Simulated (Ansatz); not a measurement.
# Zn: how well frozen cores do

Does the method matter for Zn? The same cell, functional and mesh are run with full-potential LAPW, PAW on the default files and datasets made for this crystal.

Program: Ansatz 0.2.0. Level of theory: DFT PBE, scalar-relativistic. These are calculated values, not measurements.

## (1) The structure to begin with

The structure is hexagonal, space group P6_3/mmc (No. 194). Conventional cell: a = 2.665 Å, b = 2.665 Å, c = 4.947 Å, α = 90.00°, β = 90.00°, γ = 120.00°. Around Zn (site symmetry -6m2) lie 12 Zn at 2.66 to 2.91 Å.

As a file:

```
CELL_PARAMETERS angstrom
2.66480 0.00000 0.00000
-1.33240 2.30778 0.00000
0.00000 0.00000 4.94670
ATOMIC_POSITIONS crystal
Zn 0.33333 0.66667 0.25000
Zn 0.66667 0.33333 0.75000
```

The cell is a deposited one (Crystallography Open Database entry 9008522); the temperature and pressure of the measurement aren't taken into account, and nothing was relaxed.

Atoms are numbered in the order of the input: Zn1, Zn2.

## (2) Full-potential LAPW

input.yaml

```yaml
crystal:
  lattice:
    - [2.6647980532, 0.0, 0.0]
    - [-1.3323990266, 2.30778281, 0.0]
    - [0.0, 0.0, 4.9467]
  atoms:
    - { symbol: Zn, position: [0.3333333333, 0.6666666667, 0.25] }
    - { symbol: Zn, position: [0.6666666667, 0.3333333333, 0.75] }
kpoints:
  mp_grid: { grid: [18, 18, 8] }
  band_path:
    path:
      - [0.0, 0.0, 0.0]
      - [0.5, 0.0, 0.0]
      - [0.3333333333, 0.3333333333, 0.0]
      - [0.0, 0.0, 0.0]
      - [0.0, 0.0, 0.5]
      - [0.5, 0.0, 0.5]
      - [0.3333333333, 0.3333333333, 0.5]
      - [0.0, 0.0, 0.5]
      - [0.5, 0.0, 0.5]
    npoints: 14
scf:
  occupations: { method: fermi_dirac, width: 0.03 }
hamiltonian:
  xc: pbe
  pseudopotentials: { kind: all_electron, lapw: { basis_error: 0.00025 } }
output:
  forces: true
  stress: true
  eigenvalues: true
  populations: true
  dos: { projected: true, de: 0.2, e_range: [-14, 8] }
```

Run with:

```bash
$ ansatz run input.yaml --threads 1 --pin off --max-ram 3072MiB --backend cpu --events-out ev --progress --plain --runs-dir out
```

What it wrote:

```text
Zn: projections on atomic orbitals take those of the free atom 1s2 2s2 2p6 3s2 3p6 3d10 4s2, of charge +0.00 (hamiltonian.pseudopotentials.projection_atoms)
LAPW: plane waves up to 8.986 Å⁻¹, error target 2.5e-4 eV per atom; small_component_spin mean_spin; Zn in spheres of 1.332 Å, 20 of its electrons in bands, Dirac shells []
Engine: ansatz 0.2.0
Pseudopotentials: kind: all_electron
Pseudopotential: Zn, LAPW, valence charge 20, Koelling and Harmon's equation, gaussian nucleus
Functional definition: PBE
  parameter kappa = 0.804
  parameter beta = 0.06672455060314922
  exchange = pbe_x(kappa = kappa, mu = beta*pi^2/3)
  correlation = pbe_c(beta = beta)
Crystal: 2 atoms, lattice volume = 30.421 Å³
Basis set: ecut = 307.6541453300193 eV, 375 PW (Γ), exchange–correlation at level 2
Bands: 24, of which v1, the nominal top of the filled ones, is band 20 counted from 1 (19 counted from 0)
Symmetry: 24 space group operations
Space group: P63/mmc (ITA 194), of the structure as read, at distance tolerance 3.1e-5 Å
k-points: 185 of 2592
Non-local potential: Zn, projectors of the file, none
Initial density: superposition of atomic densities (chi_scale 0.1, normalization cell)
Initial wavefunctions: plane waves of lowest kinetic energy (no species holds an atomic orbital)
Functional: x = pbe(κ = 0.804, μ = 0.2195149727645171), c = pbe(β = 0.06672455060314922)
iter 1 solved again at ethr=1.69e-4 eV; its pass at ethr=1.00e-1 eV (dr2=6.74e-2 eV) is discarded
SCF iter   1: F=—  HF=-97746.263547 eV  |F-HF|=—  |Δ(HF+E_count)|=         —  Δρ=1.94e-2  dr2=6.77e-2  ethr=1.69e-4  ⟨swp⟩=3.0  Hψ=29727  notcnv=0
preconditioner: auto → Kerker (q_TF=auto, 2.856 Å⁻¹)  [metal: Δε(μ)=0.062 eV  Ē_g=12.406 eV  σ=0.030 eV  W_gap=0.42  n_scr=10 (ndim 8)  ℏωp=33.0 eV  f_vac=0.000  D(μ)=0.51/eV (n_scr^D=2)]
SCF iter   2: F=—  HF=-97746.161247 eV  |F-HF|=—  |Δ(HF+E_count)|=   1.02e-1  Δρ=7.75e-3  dr2=1.50e-2  ethr=1.69e-4  ⟨swp⟩=3.0  Hψ=14708  notcnv=0
SCF iter   3: F=—  HF=-97746.047946 eV  |F-HF|=—  |Δ(HF+E_count)|=   1.13e-1  Δρ=8.84e-3  dr2=1.76e-2  ethr=3.75e-5  ⟨swp⟩=3.0  Hψ=14107  notcnv=0
SCF iter   4: F=—  HF=-97746.042860 eV  |F-HF|=—  |Δ(HF+E_count)|=   5.09e-3  Δρ=3.62e-3  dr2=3.67e-3  ethr=3.75e-5  ⟨swp⟩=2.0  Hψ=12860  notcnv=0
iter 5 solved again at ethr=3.01e-7 eV; its pass at ethr=9.18e-6 eV (dr2=1.20e-4 eV) is discarded
SCF iter   5: F=—  HF=-97746.043605 eV  |F-HF|=—  |Δ(HF+E_count)|=   7.45e-4  Δρ=6.48e-4  dr2=1.20e-4  ethr=3.01e-7  ⟨swp⟩=2.0  Hψ=22270  notcnv=0
SCF iter   6: F=—  HF=-97746.043599 eV  |F-HF|=—  |Δ(HF+E_count)|=   5.31e-6  Δρ=1.12e-4  dr2=3.19e-6  ethr=3.00e-7  ⟨swp⟩=2.2  Hψ=12810  notcnv=0
SCF iter   7: F=—  HF=-97746.043598 eV  |F-HF|=—  |Δ(HF+E_count)|=   1.19e-6  Δρ=2.38e-5  dr2=2.08e-7  ethr=7.97e-9  ⟨swp⟩=2.2  Hψ=12817  notcnv=0
SCF iter   8: F=-97746.043598 eV  HF=-97746.043598 eV  |F-HF|=1.18e-8  |Δ(HF+E_count)|=   1.60e-8  Δρ=5.55e-6  dr2=1.04e-8  ethr=5.20e-10  ⟨swp⟩=2.0  Hψ=12781  notcnv=0
SCF 1 converged in 8 iterations: F = -97746.043598 eV  dr2 = 1.04e-8
NSCF: frozen V_eff on 113 k-points
SCF converged after 8 iterations
Free energy (F): -97746.043598 eV
Harris-Foulkes:  -97746.043598 eV  (|F-HF|=1.18e-8)
Internal energy: -97746.042106 eV  (E = F + TS)
E sigma→0 (E₀):  -97746.042852 eV
Entropy (-TS):   -0.001492 eV (-0.746 meV/atom)
Fermi energy:    14.036939 eV
--- Per-component energies (eV) ---
  E_band       = -1087.001193
  E_kinetic    = 99544.455747
  E_xc         = -3900.364056
  E_electrostatic = -193390.133797  (all electrons and nuclei)
  E_smearing   = -0.001492  (= −TS)
  E_closure    = 0.000000  (closes the sum)
  E_atoms      = -97743.829811  (free atoms, spherical and without spin; not in F)
  Σ components = -97746.043598   (vs F -97746.043598, Δ=0.00e0)
  Basis errors (estimates in eV, not in F): energy 6.5e-5 per atom: plane waves 6.0e-5 (3.1e-5 summed), levels above the bands 5.6e-90, relativity 1.5e-8, radial functions 5.1e-6, core shells 4.9e-12; eigenvalues (radial functions only) 5.3e-7; not estimated: angular momenta, meshes, grids; target (lapw.basis_error) 2.5e-4; muffin-tin radii Zn 1.332 Å
--- Forces (eV/Å), atoms counted from 1 ---
  atom   1  Zn     0.00000000     0.00000000     0.00000000
  atom   2  Zn     0.00000000    -0.00000000     0.00000000
  max |Σ_I F_I| component: 0.00e0 eV/Å
--- Stress (GPa, compression-positive) ---
       -0.740926      -0.000000       0.000000
        0.000000      -0.740926       0.000000
        0.000000       0.000000       0.446563
  P = ⅓ Tr σ = -0.3451 GPa (-3.451 kbar)
--- Band table (eV; the first three rows and the last of 185) ---
  k-point 0: bands = ["-112.6776", "-112.6767", "-66.8406", "-66.8285", "-66.8166", "-66.8166", "-66.8152", "-66.8152", "3.4760", "5.2982", "6.0031", "6.2320", "6.2320", "6.2822", "6.2822", "6.6118", "6.6118", "6.8206", "6.8206", "10.2453", "10.8482", "27.4219", "30.9702", "31.2314"]
  k-point 1: bands = ["-112.6776", "-112.6767", "-66.8401", "-66.8289", "-66.8165", "-66.8165", "-66.8152", "-66.8152", "3.5706", "5.2882", "6.0049", "6.2308", "6.2308", "6.2779", "6.2779", "6.6230", "6.6230", "6.8150", "6.8150", "9.0234", "12.2769", "25.8409", "31.3257", "31.3257"]
  k-point 2: bands = ["-112.6775", "-112.6768", "-66.8388", "-66.8302", "-66.8164", "-66.8164", "-66.8154", "-66.8154", "3.8468", "5.2423", "6.0186", "6.2291", "6.2291", "6.2666", "6.2666", "6.6527", "6.6527", "6.7984", "6.7984", "7.7787", "14.1554", "23.3416", "31.6010", "31.6010"]
  k-point 184: bands = ["-112.6742", "-112.6742", "-66.8373", "-66.8373", "-66.8359", "-66.8359", "-66.8298", "-66.8298", "5.9695", "5.9695", "6.0828", "6.0828", "6.2596", "6.2596", "6.4388", "6.4388", "6.8127", "6.8127", "14.8225", "14.8225", "15.6861", "15.6861", "16.0143", "16.0143"]
--- Löwdin populations: 2 sites ---
  site symbol       q [e]
     0     Zn     29.4416
     1     Zn     29.4416
  spilling = 0.018612 (of n_electrons = 60.000000)
```

Wall time 58 s (1 thread of Arm Neoverse V1, shared host); peak memory 0.62 GiB.

In short: pressure -0.35 GPa; no gap.

Levels at the path's labelled points, in eV from the Fermi level:

```csv
point,band 17,band 18,band 19,band 20,band 21,band 22,band 23
Γ,-7.43,-7.22,-7.22,-3.79,-3.19,13.38,16.93
M,-7.04,-7.02,-3.00,-2.32,2.45,3.37,3.92
K,-7.31,-7.31,-0.15,-0.15,-0.01,4.80,5.92
Γ,-7.43,-7.22,-7.22,-3.79,-3.19,13.38,16.93
A,-7.30,-7.30,-7.30,-7.30,4.42,4.42,18.48
L,-7.03,-7.03,-2.03,-2.03,-0.04,-0.04,9.93
H,-7.22,-7.22,0.79,0.79,1.65,1.65,1.98
A,-7.30,-7.30,-7.30,-7.30,4.42,4.42,18.48
L,-7.03,-7.03,-2.03,-2.03,-0.04,-0.04,9.93
```

States per cell, counted by energy window (eV from the Fermi level, on a grid of 0.20 eV):

```csv
from,to,total,Zn 3d,Zn 4s
-10,-9,0.23,0.01,0.21
-9,-8,4.58,4.06,0.51
-8,-7,15.22,14.97,0.21
-7,-6,0.86,0.63,0.23
-6,-5,0.44,0.10,0.31
-5,-4,0.47,0.06,0.34
-4,-3,0.53,0.04,0.35
-3,-2,0.56,0.03,0.33
-2,-1,0.62,0.02,0.26
-1,0,0.48,0.01,0.14
0,1,0.49,0.01,0.18
1,2,0.74,0.01,0.27
2,3,0.76,0.01,0.18
3,4,0.78,0.01,0.11
4,5,0.68,0.00,0.07
```

## (3) PAW on the default files

input.yaml: that of step 2 with these lines changed.

```diff
@@ -26,3 +26,3 @@
   xc: pbe
-  pseudopotentials: { kind: all_electron, lapw: { basis_error: 0.00025 } }
+  pseudopotentials: { kind: paw }
 output:
@@ -31,3 +31,9 @@
   eigenvalues: true
+  efg: { contact_densities: true }
   populations: true
+  bader: true
   dos: { projected: true, de: 0.2, e_range: [-14, 8] }
+  write_density: true
+  write_potential: true
+  elf: true
+  volumetric_format: npy
```

Run with:

```bash
$ ansatz run input.yaml --threads 1 --pin off --max-ram 3072MiB --backend cpu --events-out ev --progress --plain --runs-dir out
```

What it wrote, shortened:

```text
[...]
Pseudopotentials: kind: paw
Pseudopotential: Zn, paw, valence charge 12, recommended cutoff 420 eV (normal)
Functional definition: PBE
[...]
Crystal: 2 atoms, lattice volume = 30.421 Å³
Basis set: ecut = 420 eV, 611 PW (Γ), exchange–correlation on 36×36×72 points (8 copies of the dense FFT grid, shifted against one another)
Bands: 16, of which v1, the nominal top of the filled ones, is band 12 counted from 1 (11 counted from 0)
Symmetry: 24 space group operations
Space group: P63/mmc (ITA 194), of the structure as read, at distance tolerance 3.1e-5 Å
k-points: 185 of 2592
[...]
SCF iter   1: F=—  HF=-6638.060425 eV  |F-HF|=—  |Δ(HF+E_count)|=         —  Δρ=1.21e-3  dr2=3.08e-4  ethr=1.77e-3  ⟨swp⟩=5.3  Hψ=14759  notcnv=0
[...]
  P = ⅓ Tr σ = -0.3551 GPa (-3.551 kbar)
--- PAW observables at the nuclei: V_zz in 10²¹ V/m², potentials from the cell's mean, atoms counted from 1 ---
  atom   1  Zn V_zz =    +3.497830   η = 0.0000   by run symmetry: allowed
            electrostatic potential = -3946.324298 V   contact ρ = 166617.557011 e/Å³
  atom   2  Zn V_zz =    +3.497830   η = 0.0000   by run symmetry: allowed
            electrostatic potential = -3946.324298 V   contact ρ = 166617.557011 e/Å³
--- Band table (eV; the first three rows and the last of 185) ---
  k-point 0: bands = ["0.6433", "2.4588", "3.1607", "3.3899", "3.3899", "3.4400", "3.4400", "3.7690", "3.7690", "3.9775", "3.9775", "7.4108", "8.0145", "24.5803", "28.1375", "28.3938"]
[...]
--- Löwdin populations: 2 sites ---
  site symbol       q [e]
     0     Zn     11.4486
     1     Zn     11.4486
  spilling = 0.045947 (of n_electrons = 24.000000)
--- Bader charges: 2 sites ---
  site symbol  charge [e]  shift [e]
     0     Zn      0.0000     0.0000
     1     Zn      0.0000     0.0000
  estimated error of the sums over rays = 5.5e-5 e
```

Run time: 19 s. Hardware: 1 thread of Arm Neoverse V1, shared host; peak memory 0.38 GiB.

Read from it: pressure -0.36 GPa; no gap; Vzz Zn1 3.50 (η = 0.00) (10²¹ V/m²).

```csv
atom,Bader charge (e),basin volume (Å³)
Zn1,+0.00,15.21
```

Density in a lattice plane of the grid's cell (edges 2.66 and 4.95 Å, at 0.333 of the third edge), which holds Zn.

Values in e/Å³, 12 rows by 6 columns:
```
 0.19  0.15  0.19  0.40  0.64  0.41
 0.36  0.21  0.38  2.01  7.92  2.26
 0.52  0.25  0.54  5.88 35.73  7.24
 0.36  0.21  0.38  2.06  8.28  2.32
 0.19  0.15  0.20  0.42  0.65  0.42
 0.14  0.14  0.14  0.17  0.18  0.17
 0.19  0.22  0.20  0.16  0.16  0.16
 0.36  0.53  0.38  0.22  0.19  0.22
 0.50  0.82  0.54  0.26  0.22  0.26
 0.36  0.53  0.38  0.22  0.20  0.22
 0.19  0.22  0.19  0.16  0.16  0.16
 0.14  0.13  0.14  0.16  0.19  0.16
```
Columns run along the first of these edges and rows up along the second, over one cell in 6 and 12 even steps from the bottom left corner. Atoms in the plane (fractional): Zn at (0.67, 0.75).

ELF in the same plane.

Ten even steps from ' ' (0.00) to '@' (0.44):
```
++++++++++==============
==******++====------====
==**##**====::..  ..::==
==++##++==--        ..--
==++##++==::          ::
==++##**==--        ..--
==**##**====::..  ..::==
==******========----====
++++++++++==============
++++++++++++++======++++
++======++++**********++
==========++##%%%%%%##++
==========++##%%@@%%##++
==========++**%%@@@@**++
====--====++**%%@@@@**++
==========++**%%@@@@**++
==========++##%%@@%%##++
========++++##%%%%%%##++
++======++++**********++
++++++++++++++======++++
```
Columns run along the first of these edges and rows up along the second, over one cell in 12 and 20 even steps from the bottom left corner. Atoms in the plane (fractional): Zn at (0.67, 0.75).

Both are smooth fields of the valence electrons: close to the nuclei they are not physical.

## (4) Datasets made for this crystal

input.yaml: that of step 3 with these lines changed.

```diff
@@ -21,3 +21,3 @@
       - [0.5, 0.0, 0.5]
-    npoints: 14
+    npoints: 8
 scf:
@@ -26,3 +26,3 @@
   xc: pbe
-  pseudopotentials: { kind: paw }
+  pseudopotentials: { kind: all_electron, datasets: crystal }
 output:
@@ -32,8 +32 @@
   efg: { contact_densities: true }
-  populations: true
-  bader: true
-  dos: { projected: true, de: 0.2, e_range: [-14, 8] }
-  write_density: true
-  write_potential: true
-  elf: true
-  volumetric_format: npy
```

Run with:

```bash
$ ansatz run input.yaml --threads 1 --pin off --max-ram 3072MiB --backend cpu --events-out ev --progress --plain --runs-dir out
```

What it wrote, shortened:

```text
[...]
Pseudopotentials: kind: all_electron
Pseudopotential: Zn, paw, valence charge 20, recommended cutoff 260 eV (normal), Koelling and Harmon's equation, gaussian nucleus
Functional definition: PBE
[...]
Crystal: 2 atoms, lattice volume = 30.421 Å³
Basis set: ecut = 260 eV, 301 PW (Γ), exchange–correlation on 30×30×54 points (8 copies of the dense FFT grid, shifted against one another)
Bands: 16, of which v1, the nominal top of the filled ones, is band 12 counted from 1 (11 counted from 0)
Symmetry: 24 space group operations
Space group: P63/mmc (ITA 194), of the structure as read, at distance tolerance 3.1e-5 Å
k-points: 185 of 2592
[...]
SCF iter   1: F=—  HF=-97746.158872 eV  |F-HF|=—  |Δ(HF+E_count)|=         —  Δρ=4.09e-2  dr2=5.15e-1  ethr=2.34e-3  ⟨swp⟩=3.1  Hψ=15813  notcnv=0
[...]
  atom   1  Zn     0.00000000     0.00000000     0.00000000
  atom   2  Zn     0.00000000    -0.00000000     0.00000000
[...]
--- Stress (GPa, compression-positive) ---
       -0.739129      -0.000000       0.000000
        0.000000      -0.739129       0.000000
        0.000000       0.000000       0.447416
  P = ⅓ Tr σ = -0.3436 GPa (-3.436 kbar)
  It holds what live shells' own plane waves past their cutoff add
--- PAW observables at the nuclei: V_zz in 10²¹ V/m², potentials from the cell's mean, atoms counted from 1 ---
  atom   1  Zn V_zz =    +3.506978   η = 0.0000   by run symmetry: allowed
            electrostatic potential = -3946.377710 V   contact ρ = 166688.941707 e/Å³
  atom   2  Zn V_zz =    +3.506978   η = 0.0000   by run symmetry: allowed
            electrostatic potential = -3946.377710 V   contact ρ = 166688.941707 e/Å³
--- Band table (eV; the first three rows and the last of 185) ---
  k-point 0: bands = ["3.4760", "5.2984", "6.0032", "6.2322", "6.2322", "6.2824", "6.2824", "6.6120", "6.6120", "6.8207", "6.8207", "10.2453", "10.8482", "27.4219", "30.9703"]
[...]
```

Run time: 24 s. Hardware: 1 thread of Arm Neoverse V1, shared host; peak memory 0.55 GiB.

This run gives: pressure -0.34 GPa; no gap; Vzz Zn1 3.51 (η = 0.00) (10²¹ V/m²).

```csv
atom,contact density (e/Å³)
Zn1,166688.9
```

## (5) Comparison

```
          method  pressure (GPa)  Vzz Zn1 (10²¹ V/m²)  SCF cycles, all passes
            LAPW           -0.35                    –                       8
             PAW           -0.36                 3.50                       6
crystal datasets           -0.34                 3.51                       8
```

## (6) Outcome

```
           quantity                                              value
           pressure  LAPW -0.35, PAW -0.36, crystal datasets -0.34 GPa
         gap (LAPW)                                               none
Bader charges (PAW)                                        Zn1 +0.00 e
```

The pressure is within half a GPa of zero, so the volume is close to equilibrium at this level. There is no gap at this level; the crystal is a metal here. The field gradient at Zn1, the largest by crystal datasets, is 3.50 by PAW and 3.51 by crystal datasets (10²¹ V/m²), within 5 %. In pressure, PAW differs from LAPW by -0.01 GPa. LAPW took about 3 times as long as PAW (58 s against 19 s, on a shared host and with the outputs that each input asks for).
